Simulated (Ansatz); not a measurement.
Ansatz input file:

```yaml
crystal:
  lattice:
    - [0.0, 2.57415, 2.57415]
    - [2.57415, 0.0, 2.57415]
    - [2.57415, 2.57415, 0.0]
  atoms:
    - { symbol: Sn, position: [0.0, 0.0, 0.0] }
    - { symbol: O, position: [0.3653953732, 0.2575539498, 0.1764747587] }
    - { symbol: O, position: [0.75, 0.75, 0.75] }
basis:
  ecutwfc: 420
kpoints:
  mp_grid: { grid: [12, 12, 12] }
hamiltonian:
  xc: pbe
scf:
  occupations: { method: gaussian, width: 0.1 }
output:
  forces: true
  stress: true
  eigenvalues: true
  populations: true
```

Run as
```bash
ansatz run input.yaml --threads 1 --pin off --max-ram 1331MiB --backend cpu --events-out ev --progress --plain --runs-dir out
```

All numbers below come from DFT PBE, scalar-relativistic, plane waves, PAW (Ansatz 0.2.0).

Abridged output:

```
Pseudopotentials: kind: paw
Pseudopotential: Sn, paw, valence charge 14, recommended cutoff 420 eV (normal)
Pseudopotential: O, paw, valence charge 6, recommended cutoff 420 eV (normal)
Functional definition: PBE
Crystal: 3 atoms, lattice volume = 34.114 Å³
Basis set: ecut = 420 eV, 645 PW (Γ), exchange–correlation on 50×50×50 points (8 copies of the dense FFT grid, shifted against one another)
Bands: 17, of which v1, the nominal top of the filled ones, is band 13 counted from 1 (12 counted from 0)
Symmetry: 1 space group operations
Space group: P1 (ITA 1), of the structure as read, at distance tolerance 3.2e-5 Å
k-points: 868 of 1728 (time reversal used)
Initial density: superposition of atomic densities (neutral atoms: chi_scale 0, normalization atom), corrected by the library's trained network
Initial wavefunctions: pseudopotential atomic-orbital guess
Functional: x = pbe(κ = 0.804, μ = 0.21951497), c = pbe(β = 0.06672455)
SCF iter   1: F=—  HF=-7157.345797 eV  |F-HF|=—  |Δ(HF+E_count)|=         —  Δρ=6.01e-3  dr2=1.13e-2  ethr=1.77e-3  ⟨swp⟩=5.0  Hψ=72954  notcnv=0
SCF iter   2: F=—  HF=-7157.343844 eV  |F-HF|=—  |Δ(HF+E_count)|=   1.95e-3  Δρ=4.37e-3  dr2=5.01e-3  ethr=4.36e-5  ⟨swp⟩=2.1  Hψ=30239  notcnv=0
SCF iter   3: F=—  HF=-7157.342872 eV  |F-HF|=—  |Δ(HF+E_count)|=   9.72e-4  Δρ=1.34e-3  dr2=4.95e-4  ethr=1.93e-5  ⟨swp⟩=2.0  Hψ=19049  notcnv=0
SCF iter   4: F=—  HF=-7157.342946 eV  |F-HF|=—  |Δ(HF+E_count)|=   7.38e-5  Δρ=7.48e-4  dr2=9.80e-5  ethr=1.91e-6  ⟨swp⟩=2.0  Hψ=18123  notcnv=0
SCF iter   5: F=—  HF=-7157.343024 eV  |F-HF|=—  |Δ(HF+E_count)|=   7.79e-5  Δρ=2.65e-4  dr2=1.17e-5  ethr=3.77e-7  ⟨swp⟩=2.3  Hψ=19470  notcnv=0
SCF iter   6: F=—  HF=-7157.343049 eV  |F-HF|=—  |Δ(HF+E_count)|=   2.47e-5  Δρ=4.18e-5  dr2=3.56e-7  ethr=4.51e-8  ⟨swp⟩=2.0  Hψ=20956  notcnv=0
SCF iter   7: F=-7157.343050 eV  HF=-7157.343050 eV  |F-HF|=2.65e-8  |Δ(HF+E_count)|=   1.17e-6  Δρ=5.48e-6  dr2=8.77e-9  ethr=3.85e-10  ⟨swp⟩=6.4  Hψ=70949  notcnv=0
SCF 1 converged in 7 iterations: F = -7157.343050 eV  dr2 = 8.77e-9
SCF converged after 7 iterations
Free energy (F): -7157.343050 eV
Harris-Foulkes:  -7157.343050 eV  (|F-HF|=2.65e-8)
Internal energy: -7157.342859 eV  (E = F + TS)
E sigma→0 (E₀):  -7157.342954 eV
Entropy (-TS):   -0.000191 eV (-0.064 meV/atom)
Fermi energy:    11.224092 eV
--- Per-component energies (eV) ---
  E_band       = -28.129318
  E_kinetic    = 542.044912
  E_local      = -1265.638735  (includes V_loc(G=0)·N_el)
  E_nonlocal   = 67.243121
  E_hartree    = 677.082493
  E_xc         = -527.744969
  E_vxc        = -282.336834  (∫ρ·V_xc dr)
  E_paw        = -4463.426675  (= ΣΔE_a)
  E_vpaw       = -443.610392  (= ΣTr[D̂ρ^β])
  E_aug_tail   = 0.004773  (compensation charges beyond the density's cutoff)
  E_ewald      = -2186.907779
  E_smearing   = -0.000191  (= −TS)
--- Forces (eV/Å), atoms counted from 1 ---
  atom   1  Sn    -2.12001922     2.24401213     2.06242638
  atom   2  O      3.01152125    -2.83316648    -4.12833395
  atom   3  O     -0.89151094     0.58916157     2.06591945
--- Stress (GPa, compression-positive) ---
        9.091231      -7.944598      -3.901226
       -7.944598       7.714984       5.013463
       -3.901226       5.013463      16.498090
  P = ⅓ Tr σ = 11.1014 GPa (111.014 kbar)
--- Band table (eV; the first three rows and the last of 868) ---
  k-point 0: bands = ["-10.1905", "-9.6839", "-9.6771", "-9.5642", "-9.5355", "-8.2664", "-4.5907", "7.8309", "7.8668", "8.1287", "8.7647", "9.9821", "10.1960", "10.6785", "17.5112", "17.6168", "19.6712"]
  k-point 1: bands = ["-10.1934", "-9.6963", "-9.6718", "-9.5650", "-9.5355", "-8.1953", "-4.6085", "7.6677", "7.8398", "8.0473", "8.7865", "9.3519", "10.0860", "11.4579", "17.4514", "17.7313", "19.8231"]
  k-point 2: bands = ["-10.2092", "-9.7229", "-9.6580", "-9.5670", "-9.5344", "-7.9834", "-4.6783", "7.2867", "7.6785", "7.8941", "8.3985", "9.0436", "9.9233", "12.4439", "17.4192", "18.0590", "20.2659"]
  k-point 867: bands = ["-10.3272", "-9.7625", "-9.6268", "-9.5548", "-9.5160", "-6.1068", "-6.0638", "5.7172", "6.7794", "6.9573", "7.9581", "9.1585", "9.3524", "14.7533", "18.4014", "19.5413", "23.2221"]
--- Löwdin populations: 3 sites ---
  site symbol q [e]
     0     Sn     12.3537
     1      O      6.7749
     2      O      6.7467
  spilling = 0.004794 (of n_electrons = 26.000000)
```

The run converged.